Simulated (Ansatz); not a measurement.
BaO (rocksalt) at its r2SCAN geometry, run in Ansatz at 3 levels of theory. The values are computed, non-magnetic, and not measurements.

The PBE+SOC input:
```yaml
crystal:
  lattice:
    - [0.0, 2.7719426821, 2.7719426821]
    - [2.7719426821, 0.0, 2.7719426821]
    - [2.7719426821, 2.7719426821, 0.0]
  atoms:
    - { symbol: Ba, position: [0.0, 0.0, 0.0] }
    - { symbol: O, position: [0.5, 0.5, 0.5] }
kpoints:
  mp_grid: { grid: [8, 8, 8] }
  band_path:
    path:
      - [0.0, 0.0, 0.0]
      - [0.5, 0.0, 0.5]
      - [0.625, 0.25, 0.625]
      - [0.375, 0.375, 0.75]
      - [0.5, 0.5, 0.5]
      - [0.5, 0.25, 0.75]
      - [0.0, 0.5, 0.5]
    npoints: 1
hamiltonian:
  xc: pbe
scf:
  occupations: { method: fixed }
  n_extra_bands: 8
magnetization:
  noncollinear: true
  spin_orbit: true
output:
  forces: true
  stress: true
  eigenvalues: true
```

Main results, then, where recorded, the levels near the gap in eV from the Fermi energy (columns number the bands from 0), one row a point of the path (Γ, X, U, K, L, W, X):
```
Crystal: 2 atoms, lattice volume = 42.597 Å³
Symmetry: 48 space group operations + 48 with time reversal
Magnetic group: BNS 225.117 (UNI 1619)
```
```
Basis set: ecut = 420 eV, 869 PW (Γ)
Bands: 24, of which v1, the nominal top of the filled ones, is band 16 counted from 1 (15 counted from 0)
k-points: 29 of 512
Free energy (F): -6524.307017 eV
Fermi energy:    8.592897 eV
--- Stress (GPa, compression-positive) ---
        1.132569       0.000000       0.000000
        0.000000       1.132569       0.000000
        0.000000       0.000000       1.132569
  P = ⅓ Tr σ = 1.1326 GPa (11.326 kbar)
```
```tsv
band_6	band_7	band_8	band_9	band_10	band_11	band_12	band_13	band_14	band_15	band_16	band_17	band_18	band_19	band_20	band_21
-9.727	-9.727	-9.727	-9.727	-0.558	-0.558	-0.452	-0.452	-0.452	-0.452	3.545	3.545	4.676	4.676	4.676	4.676
-10.925	-10.925	-10.367	-10.367	-0.387	-0.387	-0.182	-0.182	0.000	0.000	2.008	2.008	5.971	5.971	8.370	8.370
-10.733	-10.733	-10.233	-10.233	-1.007	-1.007	-0.795	-0.795	-0.181	-0.181	3.373	3.373	6.333	6.333	6.982	6.982
-10.733	-10.733	-10.233	-10.233	-1.007	-1.007	-0.795	-0.795	-0.181	-0.181	3.373	3.373	6.333	6.333	6.982	6.982
-10.017	-10.017	-9.850	-9.850	-2.008	-2.008	-1.509	-1.509	-1.502	-1.502	4.917	4.917	7.100	7.100	7.223	7.223
-10.888	-10.888	-10.111	-10.111	-1.384	-1.384	-0.359	-0.359	-0.160	-0.160	4.487	4.487	4.499	4.499	6.837	6.837
-10.925	-10.925	-10.367	-10.367	-0.387	-0.387	-0.182	-0.182	0.000	0.000	2.008	2.008	5.971	5.971	8.370	8.370
```

PBE+SOC gives a direct gap of 2.01 eV at X.

r2SCAN. Against the first input these blocks differ (the band path and keys that only write files left aside):
```yaml
hamiltonian:
  xc: r2scan
scf:
  occupations: { method: fixed }
  n_extra_bands: 4
```
(magnetization left out)

```
Basis set: ecut = 500 eV, 1067 PW (Γ)
Bands: 12, of which v1, the nominal top of the filled ones, is band 8 counted from 1 (7 counted from 0)
k-points: 29 of 512
Free energy (F): -6535.961964 eV
Fermi energy:    8.315181 eV
--- Stress (GPa, compression-positive) ---
        0.004891       0.000000       0.000000
        0.000000       0.004891       0.000000
        0.000000       0.000000       0.004891
  P = ⅓ Tr σ = 0.0049 GPa (0.049 kbar)
```
```tsv
band_3	band_4	band_5	band_6	band_7	band_8	band_9	band_10
-10.684	-10.684	-0.468	-0.468	-0.468	4.180	5.182	5.182
-11.266	-11.266	-0.231	-0.231	0.000	2.376	6.606	9.004
-11.164	-11.104	-0.939	-0.778	-0.151	3.767	6.821	7.624
-11.164	-11.104	-0.939	-0.778	-0.151	3.767	6.821	7.624
-10.798	-10.798	-1.936	-1.485	-1.485	5.345	7.698	7.698
-11.740	-10.773	-1.353	-0.219	-0.219	4.922	4.922	7.473
-11.266	-11.266	-0.231	-0.231	0.000	2.376	6.606	9.004
```

The r2SCAN gap is direct at X: 2.38 eV. The mean stress is close to zero (0.00 GPa).

PBE0. Against the first input these blocks differ (the band path and keys that only write files left aside):
```yaml
kpoints:
  mp_grid: { grid: [6, 6, 6] }
hamiltonian:
  xc: pbe0
scf:
  occupations: { method: fixed }
  n_extra_bands: 4
```
(magnetization left out)

```
Basis set: ecut = 420 eV, 869 PW (Γ)
Bands: 12, of which v1, the nominal top of the filled ones, is band 8 counted from 1 (7 counted from 0)
k-points: 16 of 216
hybrid outer 1: dexx = +9.083e-3 eV, tail = 2.40e-5 eV
hybrid outer 2: dexx = +4.777e-7 eV, tail = 2.69e-8 eV, Δε = 3.35e-3 eV
Free energy (F): -6523.169494 eV
Fermi energy:    7.213236 eV
--- Stress (GPa, compression-positive) ---
       -0.522753       0.000000       0.000000
        0.000000      -0.522753       0.000000
        0.000000       0.000000      -0.522753
  P = ⅓ Tr σ = -0.5228 GPa (-5.228 kbar)
```
```tsv
band_3	band_4	band_5	band_6	band_7	band_8	band_9	band_10
-10.747	-10.747	-0.482	-0.482	-0.482	5.627	6.926	6.926
-11.384	-11.384	-0.233	-0.233	0.000	4.054	8.260	11.046
-11.270	-11.205	-1.002	-0.829	-0.158	5.497	8.684	9.336
-11.270	-11.205	-1.002	-0.829	-0.158	5.497	8.684	9.336
-10.863	-10.863	-2.090	-1.597	-1.597	7.154	9.571	9.571
-11.900	-10.839	-1.468	-0.225	-0.225	6.704	6.704	9.178
-11.384	-11.384	-0.233	-0.233	0.000	4.054	8.260	11.046
```

With PBE0 the gap is 4.05 eV and direct, at X. At this geometry PBE0 finds -0.5 GPa, compression counted positive: its own equilibrium volume is smaller. (The program warns that its thresholds are loose for a hybrid's stress.)

Small level splittings and stresses of the hybrids carry the error of their coarser meshes.

Totals of different functionals, or with and without spin-orbit coupling, can't be compared.

Only the levels marked +SOC include spin-orbit coupling.

The meshes of the hybrids are coarse, so their gaps aren't converged to the digits shown.
